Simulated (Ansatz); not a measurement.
# Au(111) with 4 layers of random Au-Rh, 2x2: scattering by chemical disorder, part 2 of 2

How strongly does chemical disorder scatter in Au(111) with 4 layers of random Au-Rh, 2x2?

Ansatz 0.2.0; Ansatz plane-wave DFT, PBE, PAW files; ballistic transport by layer matching (Landauer), zero bias; PAW set soft_1.

So far. Step 3 (With 8 alloy layers): Over the solved energies the transmission per spin lies between 1.07 and 1.15, out of 3.21 channels of the lead on average (up to 3.21).

## (4) With 12 alloy layers

In 12 layers a share of 0.5 of the sites is given to Rh at random. A fresh draw is used; the growth of the resistance with length is what counts.

System of this step: Au(111) with 12 layers of random Au-Rh, 2x2. The cell holds 72 atoms: 48 Au and 24 Rh. Cell: a = 5.768 Å, b = 5.768 Å, c = 42.382 Å, α = 90.0°, β = 90.0°, γ = 120.0°. It derives from Au. Regions: lead, 24 atoms (24 Au); scattering region, 48 atoms (24 Rh and 24 Au). The structure is stacked along c, and the current runs across the ab planes.

File input.yaml:

```yaml
crystal:
  lattice:
    - [5.7675164607, 0.0, 0.0]
    - [-2.8837582304, 4.9948157718, 0.0]
    - [0.0, 0.0, 42.3824172358]
  atoms:
    - { symbol: Au, position: [0.0, 0.0, 0.0277777778] }
    - { symbol: Au, position: [0.0, 0.5, 0.0277777778] }
    - { symbol: Au, position: [0.5, 0.0, 0.0277777778] }
    - { symbol: Au, position: [0.5, 0.5, 0.0277777778] }
    - { symbol: Au, position: [0.1666666667, 0.3333333333, 0.0833333333] }
    - { symbol: Au, position: [0.1666666667, 0.8333333333, 0.0833333333] }
    - { symbol: Au, position: [0.6666666667, 0.3333333333, 0.0833333333] }
    - { symbol: Au, position: [0.6666666667, 0.8333333333, 0.0833333333] }
    - { symbol: Au, position: [0.3333333333, 0.1666666667, 0.1388888889] }
    - { symbol: Au, position: [0.3333333333, 0.6666666667, 0.1388888889] }
    - { symbol: Au, position: [0.8333333333, 0.1666666667, 0.1388888889] }
    - { symbol: Au, position: [0.8333333333, 0.6666666667, 0.1388888889] }
    - { symbol: Rh, position: [0.0, 0.0, 0.1944444444] }
    - { symbol: Au, position: [0.0, 0.5, 0.1944444444] }
    - { symbol: Rh, position: [0.5, 0.0, 0.1944444444] }
    - { symbol: Rh, position: [0.5, 0.5, 0.1944444444] }
    - { symbol: Rh, position: [0.1666666667, 0.3333333333, 0.25] }
    - { symbol: Au, position: [0.1666666667, 0.8333333333, 0.25] }
    - { symbol: Rh, position: [0.6666666667, 0.3333333333, 0.25] }
    - { symbol: Au, position: [0.6666666667, 0.8333333333, 0.25] }
    - { symbol: Au, position: [0.3333333333, 0.1666666667, 0.3055555556] }
    - { symbol: Au, position: [0.3333333333, 0.6666666667, 0.3055555556] }
    - { symbol: Au, position: [0.8333333333, 0.1666666667, 0.3055555556] }
    - { symbol: Au, position: [0.8333333333, 0.6666666667, 0.3055555556] }
    - { symbol: Rh, position: [0.0, 0.0, 0.3611111111] }
    - { symbol: Rh, position: [0.0, 0.5, 0.3611111111] }
    - { symbol: Au, position: [0.5, 0.0, 0.3611111111] }
    - { symbol: Au, position: [0.5, 0.5, 0.3611111111] }
    - { symbol: Rh, position: [0.1666666667, 0.3333333333, 0.4166666667] }
    - { symbol: Rh, position: [0.1666666667, 0.8333333333, 0.4166666667] }
    - { symbol: Au, position: [0.6666666667, 0.3333333333, 0.4166666667] }
    - { symbol: Au, position: [0.6666666667, 0.8333333333, 0.4166666667] }
    - { symbol: Rh, position: [0.3333333333, 0.1666666667, 0.4722222222] }
    - { symbol: Rh, position: [0.3333333333, 0.6666666667, 0.4722222222] }
    - { symbol: Rh, position: [0.8333333333, 0.1666666667, 0.4722222222] }
    - { symbol: Rh, position: [0.8333333333, 0.6666666667, 0.4722222222] }
    - { symbol: Au, position: [0.0, 0.0, 0.5277777778] }
    - { symbol: Rh, position: [0.0, 0.5, 0.5277777778] }
    - { symbol: Au, position: [0.5, 0.0, 0.5277777778] }
    - { symbol: Rh, position: [0.5, 0.5, 0.5277777778] }
    - { symbol: Rh, position: [0.1666666667, 0.3333333333, 0.5833333333] }
    - { symbol: Rh, position: [0.1666666667, 0.8333333333, 0.5833333333] }
    - { symbol: Rh, position: [0.6666666667, 0.3333333333, 0.5833333333] }
    - { symbol: Au, position: [0.6666666667, 0.8333333333, 0.5833333333] }
    - { symbol: Au, position: [0.3333333333, 0.1666666667, 0.6388888889] }
    - { symbol: Au, position: [0.3333333333, 0.6666666667, 0.6388888889] }
    - { symbol: Au, position: [0.8333333333, 0.1666666667, 0.6388888889] }
    - { symbol: Rh, position: [0.8333333333, 0.6666666667, 0.6388888889] }
    - { symbol: Au, position: [0.0, 0.0, 0.6944444444] }
    - { symbol: Au, position: [0.0, 0.5, 0.6944444444] }
    - { symbol: Au, position: [0.5, 0.0, 0.6944444444] }
    - { symbol: Au, position: [0.5, 0.5, 0.6944444444] }
    - { symbol: Au, position: [0.1666666667, 0.3333333333, 0.75] }
    - { symbol: Rh, position: [0.1666666667, 0.8333333333, 0.75] }
    - { symbol: Rh, position: [0.6666666667, 0.3333333333, 0.75] }
    - { symbol: Rh, position: [0.6666666667, 0.8333333333, 0.75] }
    - { symbol: Au, position: [0.3333333333, 0.1666666667, 0.8055555556] }
    - { symbol: Au, position: [0.3333333333, 0.6666666667, 0.8055555556] }
    - { symbol: Rh, position: [0.8333333333, 0.1666666667, 0.8055555556] }
    - { symbol: Rh, position: [0.8333333333, 0.6666666667, 0.8055555556] }
    - { symbol: Au, position: [0.0, 0.0, 0.8611111111] }
    - { symbol: Au, position: [0.0, 0.5, 0.8611111111] }
    - { symbol: Au, position: [0.5, 0.0, 0.8611111111] }
    - { symbol: Au, position: [0.5, 0.5, 0.8611111111] }
    - { symbol: Au, position: [0.1666666667, 0.3333333333, 0.9166666667] }
    - { symbol: Au, position: [0.1666666667, 0.8333333333, 0.9166666667] }
    - { symbol: Au, position: [0.6666666667, 0.3333333333, 0.9166666667] }
    - { symbol: Au, position: [0.6666666667, 0.8333333333, 0.9166666667] }
    - { symbol: Au, position: [0.3333333333, 0.1666666667, 0.9722222222] }
    - { symbol: Au, position: [0.3333333333, 0.6666666667, 0.9722222222] }
    - { symbol: Au, position: [0.8333333333, 0.1666666667, 0.9722222222] }
    - { symbol: Au, position: [0.8333333333, 0.6666666667, 0.9722222222] }
kpoints:
  mp_grid: { grid: [5, 5, 1] }
hamiltonian:
  xc: pbe
  pseudopotentials: { kind: paw, azcp: { folder: soft_1 } }
scf:
  occupations: { method: fermi_dirac, width: 0.1 }
output:
  transmission:
    leads: [[0, 4]]
    kmesh: [10, 10]
    e_range: [-0.05, 0.05]
    de: 0.05
  write_potential: true
  write_density: true
  volumetric_format: npy
```

Launch:

```bash
ansatz run input.yaml --threads 4 --pin off --max-ram 15360MiB --backend cpu --events-out ev --progress --plain --runs-dir out
```

Numbers of over 12 decimals in the logs are rounded to 6 here.

The log of the run:

```text
[...]
Crystal: 72 atoms, lattice volume = 1220.939 Å³
Basis set: ecut = 420 eV, 23937 PW (Γ)
Bands: 792, of which v1, the nominal top of the filled ones, is band 660 counted from 1 (659 counted from 0)
Symmetry: 1 space group operations
[...]
k-points: 13 of 25 (time reversal used)
[...]
SCF iter   1: F=—  HF=-785020.762549 eV  |F-HF|=—  |Δ(HF+E_count)|=         —  Δρ=1.74e-1  dr2=5.58e3  ethr=3.10e-3  ⟨swp⟩=4.0  Hψ=30121  notcnv=0  defer=426
[...]
SCF iter  15: F=-784918.397521 eV  HF=-784918.397521 eV  |F-HF|=7.60e-8  |Δ(HF+E_count)|=   3.38e-9  Δρ=5.36e-7  dr2=7.72e-8  ethr=7.58e-12  ⟨swp⟩=9.9  Hψ=39620  notcnv=0
SCF 1 converged in 15 iterations: F = -784918.397521 eV  dr2 = 7.72e-8
[...]
transmission: 338 of 3380 steps passed
transmission: 676 of 3380 steps passed
[...]
transmission: 3380 of 3380 steps passed
SCF converged after 15 iterations
Free energy (F): -784918.397521 eV
[...]
Internal energy: -784915.812207 eV  (E = F + TS)
E sigma→0 (E₀):  -784917.104864 eV
Entropy (-TS):   -2.585315 eV (-35.907 meV/atom)
Fermi energy:    19.303102 eV
[...]
--- Band table (eV; the first three rows and the last of 13) ---
  k-point 0: bands = [... 656 lower, 19.5648, 19.5966, 19.6174, 19.6289, 19.6298, 19.6409, 19.6603, 19.6711, ... 128 higher]
  k-point 1: bands = [... 656 lower, 19.3229, 19.3559, 19.3783, 19.4026, 19.4265, 19.4420, 19.4616, 19.5027, ... 128 higher]
  k-point 2: bands = [... 656 lower, 19.1185, 19.1436, 19.1716, 19.2038, 19.2159, 19.2424, 19.2955, 19.3108, ... 128 higher]
  k-point 12: bands = [... 656 lower, 19.1518, 19.1820, 19.2021, 19.2253, 19.2524, 19.2832, 19.3277, 19.3382, ... 128 higher]
--- Transmission ---
  basis      : 253 plane waves across, 65 finite elements along
  points     : 52, standing for a mesh of 10 x 10
[...]
channels       : 3.210000e0 a spin
[...]
junction   : crystal 0 to crystal 0, 0.70 to 40.73 Å
    transmission   : 9.225711e-1 a spin
[...]
```

It took 41 min on 4 threads of Arm Neoverse V1, shared host; peak memory 9.6 GiB.

Numbers from this step:

```yaml
free_energy: -784918.3975 eV
energy_at_zero_smearing: -784917.1049 eV
fermi_energy: 19.30 eV
transmission_per_spin_nearest_the_fermi_level: 0.9226
step_of_the_lead_s_potential: 11.7 meV
```

Per spin. The transmission, zone mean by energy, zero at the Fermi level:

```csv
energy (eV),"transmission, zone mean"
-0.0500,0.912
0.0000,0.923
0.0500,1.07
```

Over the solved energies the transmission per spin lies between 0.912 and 1.07, out of 3.21 channels of the lead on average (up to 3.21).

## (5) Resistance against length

This step: Ansatz plane-wave DFT, PBE, PAW files; ballistic transport by layer matching (Landauer), zero bias; residual resistivity from the slope of the area resistance, atoms on the host's lattice; PAW set soft_1 (Ansatz 0.2.0).

This step gave:

```
resistivity           : 88.67 µΩ cm
intercept             : 0.2870 fΩ m²
scatter about the fit : 0.1553 fΩ m²
```

Resistance, by row:

```csv
run,length (Å),T,channels N,RA (fΩ m²)
n4,9.418,1.713,3.21,1.012
n8,18.84,1.115,3.21,2.177
n12,28.25,0.968,3.21,2.683
```

The area resistance by length of the alloy:

```csv
length of the alloy (Å),area resistance (fΩ m²)
9.42,1.01
18.84,2.18
28.25,2.68
```

The area resistance goes from 1.0 to 2.7 fΩ m² between 9.4 and 28.3 Å, a slope of 89 µΩ cm.

By hand from the end points: (2.683 − 1.012) fΩ m² / (28.25 − 9.42) Å = 89 µΩ cm, since 1 fΩ m² per Å is 1000 µΩ cm.

## (6) What came out

```
resistivity from the slope  : 88.7 µΩ cm
area resistance over 9.42 Å : 1.01 fΩ m²
area resistance over 18.8 Å : 2.18 fΩ m²
area resistance over 28.3 Å : 2.68 fΩ m²
```

What this shows: The slope gives 89 µΩ cm. The points scatter by 0.16 fΩ m² about the line, with one random draw a length in a 2x2 cell, so the slope is a rough value. Read with a model of isotropic scattering on a spherical Fermi surface and the lead's 0.86×10¹⁵ S/m², this slope means a mean free path near 9.9 Å (a rough figure, since the alloy's own channel count differs); over these lengths the model's slope is within 3 % of its bulk resistivity. The atoms sit on the host's lattice, so scattering by size misfit is left out. Spin-orbit coupling is left out, which matters for Au.

[Logs are printed without paths, hosts, clocks, repeated set-up lines and the standing remarks that a program may print on its own settings, such as how far it seeks lower states.]

[Hosts, paths, dates, database ids (printed as entryN), source tags and the programs' standing remarks are cut or masked in the printed files.]
